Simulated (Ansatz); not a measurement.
# Mo (Im-3m) in Ansatz: a series of runs

Aim: see how the results for Mo move with the level of theory and the settings. Levels: LDA, PBE, PBEsol, RPBE, revPBE. Tasks: relaxation of cell and atoms.

Everything below comes from runs of Ansatz 0.2.0. Logs are shortened: lines on timing, memory, paths and dates and some standing lists are left out, and cuts for length are marked.

### Step 1. The structure

The structure is cubic, space group Im-3m (No. 229). The conventional cell has a = 3.168 Å, b = 3.168 Å, c = 3.168 Å, α = 90.00°, β = 90.00°, γ = 90.00°. Mo (site symmetry m-3m) has 8 Mo at 2.74 Å as nearest neighbours.

### Step 2. Relaxation of cell and atoms, LDA

input.yaml

```yaml
crystal:
  lattice:
    - [-1.5838089719, 1.5838089719, 1.5838089719]
    - [1.5838089719, -1.5838089719, 1.5838089719]
    - [1.5838089719, 1.5838089719, -1.5838089719]
  atoms:
    - { symbol: Mo, position: [0.0, 0.0, 0.0] }
hamiltonian:
  xc: lda
  pseudopotentials: { kind: paw }
kpoints:
  mp_grid: { grid: [12, 12, 12] }
scf:
  occupations: { method: fermi_dirac, width: 0.05 }
output:
  forces: true
  stress: true
  eigenvalues: true
  write_density: true
  write_potential: true
  elf: true
  volumetric_format: npy
relax:
  f_tol: 0.01
  max_steps: 40
  cell: { stress_tol: 0.05 }
```

Potentials or basis: Ansatz PAW.

Command:

```sh
ansatz run input.yaml --threads 2 --pin off --max-ram 5632MiB --backend cpu --events-out ev --progress --plain --runs-dir out
```

What it wrote:

```text
Warning: RAYON_NUM_THREADS=2 ignored (pool sized by the plan → 2); use --threads N
Engine: ansatz 0.2.0, aarch64-unknown-linux-gnu
Pseudopotentials: kind: paw
Pseudopotential: Mo, paw, valence charge 14, recommended cutoff 420 eV (normal), Mo.paw.azcp
Functional definition: SPW92
  exchange = slater_x
  correlation = pw_c
Crystal: 1 atoms, lattice volume = 15.892 Å³
Basis set: ecut = 420 eV, 321 PW (Γ)
Bands: 11, of which v1, the nominal top of the filled ones, is band 7 counted from 1 (6 counted from 0)
Symmetry: 48 space group operations
Space group: Im-3m (ITA 229), of the structure as read, at distance tolerance 2.5e-5 Å
k-points: 72 of 1728
Non-local potential: Mo, projectors of the file, l = 0: 3, l = 1: 2, l = 2: 2, l = 3: 1
PAW form: soft (Blöchl's): semilocal exchange-correlation on the pseudo side does not see the compensation charge
PAW frozen core: Mo, regenerated for the run's functional, and the local potential with it (the file was generated under x = pbe(κ = 0.804, μ = 0.2195149727645171), c = pbe(β = 0.06672455060314922))
PAW one-centre angular grid: Mo, 590 points (default); XC on 64 Gauss nodes
Initial density: superposition of atomic densities (neutral atoms: chi_scale 0, normalization atom), corrected by the library's trained network
Initial wavefunctions: pseudopotential atomic-orbital guess
Functional: x = slater, c = lda
SCF iter   1: F=—  HF=-4842.837925 eV  |F-HF|=—  |Δ(HF+E_count)|=         —  Δρ=6.51e-3  dr2=1.50e-3  ethr=1.77e-3  ⟨swp⟩=5.1  Hψ=4688  notcnv=0
preconditioner: auto → none  [metal: Δε(μ)=0.073 eV  Ē_g=8.192 eV  σ=0.050 eV  W_gap=0.33  n_scr=0 (ndim 8)  ℏωp=22.8 eV  f_vac=0.000  D(μ)=0.30/eV (n_scr^D=0)]
SCF iter   2: F=—  HF=-4842.837650 eV  |F-HF|=—  |Δ(HF+E_count)|=   2.75e-4  Δρ=3.23e-3  dr2=3.32e-4  ethr=1.07e-5  ⟨swp⟩=2.0  Hψ=1571  notcnv=0
SCF iter   3: F=—  HF=-4842.837628 eV  |F-HF|=—  |Δ(HF+E_count)|=   2.24e-5  Δρ=5.49e-4  dr2=3.53e-5  ethr=2.37e-6  ⟨swp⟩=3.0  Hψ=1293  notcnv=0
SCF iter   4: F=—  HF=-4842.837613 eV  |F-HF|=—  |Δ(HF+E_count)|=   1.46e-5  Δρ=1.01e-4  dr2=6.51e-7  ethr=2.52e-7  ⟨swp⟩=2.5  Hψ=1205  notcnv=0
SCF iter   5: F=—  HF=-4842.837613 eV  |F-HF|=—  |Δ(HF+E_count)|=   4.30e-8  Δρ=6.32e-5  dr2=2.56e-7  ethr=4.65e-9  ⟨swp⟩=2.0  Hψ=1294  notcnv=0
SCF iter   6: F=-4842.837613 eV  HF=-4842.837613 eV  |F-HF|=2.34e-8  |Δ(HF+E_count)|=   1.06e-7  Δρ=2.22e-5  dr2=2.95e-8  ethr=7.14e-10  ⟨swp⟩=5.1  Hψ=4191  notcnv=0
SCF 1 converged in 6 iterations: F = -4842.837613 eV  dr2 = 2.95e-8
relax step   1: F+E_penalty+E_count = -4842.83761315 eV  Δ(F+E_penalty+E_count) = +0.000e0 eV  max|allowed force component| = 0.000e0 eV/Å  Δτ_max = 0.0000 Å  P = -14.215 GPa  Ω = 15.892 Å³  (6 SCF iters, dr2 threshold 1.00e-7 eV, accepted)
Crystal: 1 atoms, lattice volume = 13.733 Å³
Basis set: ecut = 420 eV, 249 PW (Γ)
[... 31 lines left out ...]
Initial wavefunctions: pseudopotential atomic-orbital guess (no wavefunctions were taken with the density)
iter 1 solved again at ethr=4.02e-8 eV; its pass at ethr=3.10e-3 eV (dr2=5.62e-6 eV) is discarded
SCF iter   1: F=—  HF=-4842.876387 eV  |F-HF|=—  |Δ(HF+E_count)|=         —  Δρ=3.31e-5  dr2=3.91e-8  ethr=4.02e-8  ⟨swp⟩=3.2  Hψ=6968  notcnv=0
preconditioner: auto → none  [insulator: Δε(μ)=0.153 eV  Ē_g=8.647 eV  σ=0.050 eV  W_gap=0.62  n_scr=0 (ndim 8)  ℏωp=23.4 eV  f_vac=0.000  D(μ)=0.24/eV (n_scr^D=0)  ε∞_Penn≈8.3]
SCF iter   2: F=—  HF=-4842.876386 eV  |F-HF|=—  |Δ(HF+E_count)|=   8.08e-7  Δρ=1.50e-5  dr2=2.90e-9  ethr=2.79e-10  ⟨swp⟩=2.6  Hψ=1236  notcnv=0
SCF iter   3: F=—  HF=-4842.876386 eV  |F-HF|=—  |Δ(HF+E_count)|=   2.80e-9  Δρ=5.91e-6  dr2=4.38e-10  ethr=2.07e-11  ⟨swp⟩=1.0  Hψ=792  notcnv=0
SCF iter   4: F=-4842.876386 eV  HF=-4842.876386 eV  |F-HF|=0.00e0  |Δ(HF+E_count)|=  5.60e-10  Δρ=1.78e-7  dr2=9.97e-13  ethr=1.00e-12  ⟨swp⟩=4.2  Hψ=3406  notcnv=0
SCF 5 converged in 4 iterations: F = -4842.876386 eV  dr2 = 9.97e-13
relax step   5: F+E_penalty+E_count = -4842.87638612 eV  Δ(F+E_penalty+E_count) = +5.123e-5 eV  max|allowed force component| = 0.000e0 eV/Å  Δτ_max = 0.0000 Å  P = -0.013 GPa  Ω = 15.059 Å³  stress off target by 1.29e-2 GPa  SCF on the basis re-selected at this cell (its energy is not comparable with the rows above)  (4 SCF iters)
basis re-selected at this cell: Δ(F+E_penalty+E_count) = +5.123e-5 eV, ΔP = -0.005 GPa vs the last step (what re-selecting the basis moved, of the pressure what is left beyond the Pulay correction that the steps carried, after the strain that the cell walked since its last selection, with what the two solves' SCF thresholds leave and, on support functions, any second-order correction that the steps lacked; it is no measure of the basis error at this ecutwfc). This SCF's stress stands 1.29e-2 GPa from its target on what of the cell is left free (relax.cell.stress_tol is 5.00e-2 GPa) and its largest allowed force component is 0.00e0 eV/Å (relax.f_tol is 1.00e-2 eV/Å): within both
SCF converged after 4 iterations
Free energy (F): -4842.876386 eV
Harris-Foulkes:  -4842.876386 eV  (|F-HF|=0.00e0)
Internal energy: -4842.874309 eV  (E = F + TS)
E sigma→0 (E₀):  -4842.875348 eV
Entropy (-TS):   -0.002077 eV (-2.077 meV/atom)
Fermi energy:    21.690478 eV
--- Per-component energies (eV) ---
  E_band       = -45.714490
  E_kinetic    = 442.849744
  E_local      = -762.381693  (includes V_loc(G=0)·N_el)
  E_nonlocal   = 147.854704
  E_hartree    = 251.523770
  E_xc         = -183.053053
  E_vxc        = -229.487267  (∫ρ·V_xc dr)
  E_paw        = -3089.520928  (= ΣΔE_a)
  E_vpaw       = -147.597553  (= ΣTr[D̂ρ^β])
  E_aug_tail   = 0.000032  (compensation charges beyond the density's cutoff)
  E_ewald      = -1650.619701
  E_core_change = 0.472816  (= ΣΔE_core)
  E_smearing   = -0.002077  (= −TS)
  E_closure    = -0.000000  (closes the sum)
  Σ components = -4842.876386   (vs F -4842.876386, Δ=0.00e0)
--- Forces (eV/Å), atoms counted from 1 ---
  atom   1  Mo    -0.00000000     0.00000000     0.00000000
  max |Σ_I F_I| component: 5.75e-32 eV/Å
--- Stress (GPa, compression-positive) ---
       -0.012853       0.000000      -0.000000
       -0.000000      -0.012853       0.000000
        0.000000      -0.000000      -0.012853
  P = ⅓ Tr σ = -0.0129 GPa (-0.129 kbar)
--- Band table (eV; the first three rows and the last of 72) ---
  k-point 0: bands = ["-39.4073", "-12.6247", "-12.6247", "-12.6247", "14.3835", "20.3024", "20.3024", "20.3024", "23.4393", "23.4393", "36.5151"]
  k-point 1: bands = ["-39.3870", "-12.7390", "-12.6597", "-12.6257", "14.7012", "20.1223", "20.2692", "20.6062", "23.1851", "23.4448", "36.7495"]
  k-point 2: bands = ["-39.3313", "-13.0446", "-12.7542", "-12.6284", "15.5303", "19.6657", "20.1170", "21.4888", "22.8372", "23.4868", "37.1108"]
  k-point 71: bands = ["-38.8813", "-13.7113", "-13.7113", "-13.7113", "16.0023", "16.0023", "25.9686", "25.9686", "25.9686", "31.0680", "31.0680"]
--- Relaxed structure (4 steps of the walk, 3 accepted, 1 SCFs on fresh bases) ---
  F+E_penalty+E_count = -4842.87638612 eV   max|allowed force component| = 0.000e0 eV/Å   (the final SCF, on the basis selected at the relaxed cell)
  cell:  # Å, volume = 15.0589 Å³
    - [-1.5556459802433629, 1.5556459802433629, 1.5556459802433629]
    - [1.5556459802433629, -1.5556459802433629, 1.5556459802433629]
    - [1.5556459802433629, 1.5556459802433629, -1.5556459802433629]
  atoms:
    - { symbol: Mo, position: [0.0, 0.0, 0.0] }
```

v_z.tsv:

```text
# z_ang	v_es[eV]	v_tot[eV]
# format = ansatz-planar-average/11
# xc	lda
# density_cutoff_ev	1680
# datasets	Mo=:simpson_from_first_knot:soft:shift=-1654400
# lattice	-1.555645980	1.555645980	1.555645980
# lattice	1.555645980	-1.555645980	1.555645980
# lattice	1.555645980	1.555645980	-1.555645980
# sites	1
# site	42	0.000000000	0.000000000	0.000000000
0.000000	-2.526954e0	-1.842943e1
0.134723	-1.990492e0	-1.779697e1
0.269446	-4.327500e-1	-1.594790e1
0.404169	1.999874e0	-1.303232e1
0.538892	5.082807e0	-9.308044e0
0.673614	8.524454e0	-5.134632e0
[... 12 lines left out ...]
2.425012	-4.327500e-1	-1.594790e1
2.559735	-1.990492e0	-1.779697e1
```

Run time: 2.2 s. Hardware: 2 threads of Arm Neoverse V2, shared host; peak memory 0.27 GiB.

What came out:

* Free energy: -4842.8764 eV
* Relaxed volume: 15.06 Å³/atom
* Relaxed cell: a = 2.694 Å, b = 2.694 Å, c = 2.694 Å, α = 109.47°, β = 109.47°, γ = 109.47°
* Space group after relaxing (to 0.05 Å): Im-3m (No. 229)
* Energy gained by relaxing: 38.8 meV/atom
* Ionic steps: 4
* Pressure after relaxing: 0.0 GPa
* Band gap on the k mesh: none (metal or under the smearing width)

The path:
```csv
step,energy change (eV),largest force (eV/Å),volume (Å³)
1,0.0000,0.0000,15.89
2,-0.0380,0.0000,15.17
3,-0.0388,0.0000,15.06
4,-0.0388,0.0000,15.06
```

Final structure:
```
Mo
1.0
    -1.55565    1.55565    1.55565
     1.55565   -1.55565    1.55565
     1.55565    1.55565   -1.55565
Mo
1
Direct
  0.00000 0.00000 0.00000
```

Caveat: the plane-wave basis is chosen anew once the cell has moved, so the energies of steps on either side of that aren't comparable; the PAW data sets come from PBE, with cores solved anew for the run's functional, which leaves a small shift of forces and pressure.

### Step 3. Relaxation of cell and atoms, PBE

input.yaml, as its differences from that of step 2:

```diff
@@ -8,3 +8,3 @@
 hamiltonian:
-  xc: lda
+  xc: pbe
   pseudopotentials: { kind: paw }
```

Potentials or basis: Ansatz PAW.

Command:

```sh
ansatz run input.yaml --threads 2 --pin off --max-ram 5632MiB --backend cpu --events-out ev --progress --plain --runs-dir out
```

What it wrote:

```text
Warning: RAYON_NUM_THREADS=2 ignored (pool sized by the plan → 2); use --threads N
[... 3 set-up lines as earlier in the session ...]
Functional definition: PBE
  parameter kappa = 0.804
  parameter beta = 0.06672455060314922
  exchange = pbe_x(kappa = kappa, mu = beta*pi^2/3)
  correlation = pbe_c(beta = beta)
Crystal: 1 atoms, lattice volume = 15.892 Å³
Basis set: ecut = 420 eV, 321 PW (Γ), exchange–correlation on 40×40×40 points (8 copies of the dense FFT grid, shifted against one another)
Bands: 11, of which v1, the nominal top of the filled ones, is band 7 counted from 1 (6 counted from 0)
[... 2 set-up lines as earlier in the session ...]
k-points: 72 of 1728
[... 5 set-up lines as earlier in the session ...]
Functional: x = pbe(κ = 0.804, μ = 0.2195149727645171), c = pbe(β = 0.06672455060314922)
SCF iter   1: F=—  HF=-4956.037189 eV  |F-HF|=—  |Δ(HF+E_count)|=         —  Δρ=1.95e-3  dr2=3.61e-4  ethr=1.77e-3  ⟨swp⟩=5.1  Hψ=4640  notcnv=0
preconditioner: auto → none  [metal: Δε(μ)=0.069 eV  Ē_g=8.198 eV  σ=0.050 eV  W_gap=0.32  n_scr=0 (ndim 8)  ℏωp=22.8 eV  f_vac=0.000  D(μ)=0.32/eV (n_scr^D=0)]
SCF iter   2: F=—  HF=-4956.037214 eV  |F-HF|=—  |Δ(HF+E_count)|=   2.55e-5  Δρ=1.00e-3  dr2=5.86e-5  ethr=2.58e-6  ⟨swp⟩=2.6  Hψ=1900  notcnv=0
SCF iter   3: F=—  HF=-4956.037235 eV  |F-HF|=—  |Δ(HF+E_count)|=   2.06e-5  Δρ=2.46e-4  dr2=5.61e-6  ethr=4.19e-7  ⟨swp⟩=2.3  Hψ=1289  notcnv=0
[... 47 lines left out ...]
--- Per-component energies (eV) ---
  E_band       = -57.969562
  E_kinetic    = 440.621587
  E_local      = -790.649421  (includes V_loc(G=0)·N_el)
  E_nonlocal   = 142.546743
  E_hartree    = 261.182369
  E_xc         = -183.499983
  E_vxc        = -229.023696  (∫ρ·V_xc dr)
  E_paw        = -3201.176647  (= ΣΔE_a)
  E_vpaw       = -143.829576  (= ΣTr[D̂ρ^β])
  E_aug_tail   = 0.000042  (compensation charges beyond the density's cutoff)
  E_ewald      = -1625.060067
  E_smearing   = -0.002524  (= −TS)
  E_closure    = 0.000000  (closes the sum)
  Σ components = -4956.037900   (vs F -4956.037900, Δ=0.00e0)
--- Forces (eV/Å), atoms counted from 1 ---
  atom   1  Mo    -0.00000000     0.00000000    -0.00000000
  max |Σ_I F_I| component: 4.42e-32 eV/Å
--- Stress (GPa, compression-positive) ---
       -0.045164       0.000000       0.000000
        0.000000      -0.045164       0.000000
        0.000000      -0.000000      -0.045164
  P = ⅓ Tr σ = -0.0452 GPa (-0.452 kbar)
--- Band table (eV; the first three rows and the last of 72) ---
  k-point 0: bands = ["-40.4069", "-13.6880", "-13.6880", "-13.6880", "13.6771", "19.5286", "19.5286", "19.5286", "22.5158", "22.5158", "35.5539"]
  k-point 1: bands = ["-40.3902", "-13.7852", "-13.7181", "-13.6887", "13.9777", "19.3612", "19.4974", "19.8125", "22.2828", "22.5217", "35.7665"]
  k-point 2: bands = ["-40.3443", "-14.0457", "-13.7994", "-13.6906", "14.7725", "18.9352", "19.3510", "20.6373", "21.9546", "22.5616", "36.0645"]
  k-point 71: bands = ["-39.9732", "-14.6253", "-14.6253", "-14.6253", "15.5116", "15.5116", "24.7967", "24.7967", "24.7967", "29.8508", "29.8508"]
--- Relaxed structure (3 steps of the walk, 2 accepted, 1 SCFs on fresh bases) ---
  F+E_penalty+E_count = -4956.03790029 eV   max|allowed force component| = 0.000e0 eV/Å   (the final SCF, on the basis selected at the relaxed cell)
  cell:  # Å, volume = 15.7807 Å³
    - [-1.5801138402763564, 1.5801138402763564, 1.5801138402763564]
    - [1.5801138402763564, -1.5801138402763564, 1.5801138402763564]
    - [1.5801138402763564, 1.5801138402763564, -1.5801138402763564]
  atoms:
    - { symbol: Mo, position: [0.0, 0.0, 0.0] }
```

Run time: 1.9 s. Hardware: 2 threads of Arm Neoverse V2, shared host; peak memory 0.27 GiB.

What came out:

```
Free energy                            : -4956.0379 eV
Relaxed volume                         : 15.78 Å³/atom
Relaxed cell                           : a = 2.737 Å, b = 2.737 Å, c = 2.737 Å, α = 109.47°, β = 109.47°, γ = 109.47°
Space group after relaxing (to 0.05 Å) : Im-3m (No. 229)
Energy gained by relaxing              : 0.7 meV/atom
Ionic steps                            : 3
Pressure after relaxing                : 0.0 GPa
Band gap on the k mesh                 : none (metal or under the smearing width)
```

The path:
```
step  energy change (eV)  largest force (eV/Å)  volume (Å³)
   1              0.0000                0.0000        15.89
   2             -0.0007                0.0000        15.78
   3             -0.0007                0.0000        15.78
```

Final structure:
```yaml
crystal:
  lattice:
    - [-1.58011, 1.58011, 1.58011]
    - [1.58011, -1.58011, 1.58011]
    - [1.58011, 1.58011, -1.58011]
  atoms:
    - { symbol: Mo, position: [0.00000, 0.00000, 0.00000] }
```

Caveat: the plane-wave basis is chosen anew once the cell has moved, so the energies of steps on either side of that aren't comparable.

(Part 1 of 2 ends here.)
